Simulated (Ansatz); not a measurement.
Write the native input for Ansatz 0.2.0 that does the following.

| Property | Result |
| --- | --- |
| Task | single point |
| Functional | PBE |
| Potentials or basis | Ansatz PAW |
| Cutoff | 420 eV (not typed: the program's choice for these potentials) |
| k mesh | 11 × 11 × 11 |
| Occupations | fermi-dirac, width 0.05 eV |
| Spin | collinear spin, ferromagnetic start |
| Starting moments | [1.5] μB |
| Fixed moment | 1.5 μB |

The system is Ni.

```xyz
1
Lattice="-1.3837 1.3837 1.3837 1.3837 -1.3837 1.3837 1.3837 1.3837 -1.3837" Properties=species:S:1:pos:R:3 pbc="T T T"
Ni    0.0000    0.0000    0.0000
```

This isn't the form of Ni at room conditions, which is fcc.

The input as run:

input.yaml

```yaml
crystal:
  lattice:
    - [-1.38371547, 1.38371547, 1.38371547]
    - [1.38371547, -1.38371547, 1.38371547]
    - [1.38371547, 1.38371547, -1.38371547]
  atoms:
    - { symbol: Ni, position: [0.0, 0.0, 0.0], spin: 1.5 }
hamiltonian:
  xc: pbe
  pseudopotentials: { kind: paw }
magnetization:
  spin_polarized: true
  initial_magnetization: 1.5
  spin_locking: { lock_magnetization: hard }
kpoints:
  mp_grid: { grid: [11, 11, 11] }
scf:
  occupations: { method: fermi_dirac, width: 0.05 }
  lower_state_search: "off"
output:
  forces: true
  stress: true
  eigenvalues: true
  write_density: true
  write_potential: true
  elf: true
  volumetric_format: npy
```

Potentials or basis: Ansatz PAW.

The run is started by

```bash
$ ansatz run input.yaml --threads 2 --pin off --max-ram 5632MiB --backend cpu --events-out ev --progress --plain --runs-dir out
```

Results of the run:

The pressure is 21.8 GPa and the net moment is 1.50 μB per cell. The absolute moment is 1.50 μB per cell and the site moments are Ni +1.40 μB.

Caveat: the total moment is fixed, so each spin has its own Fermi level; the thresholds are loose for stress.

It took 1.4 s on 2 threads of Arm Neoverse V1 (shared host), peak memory 0.26 GiB.
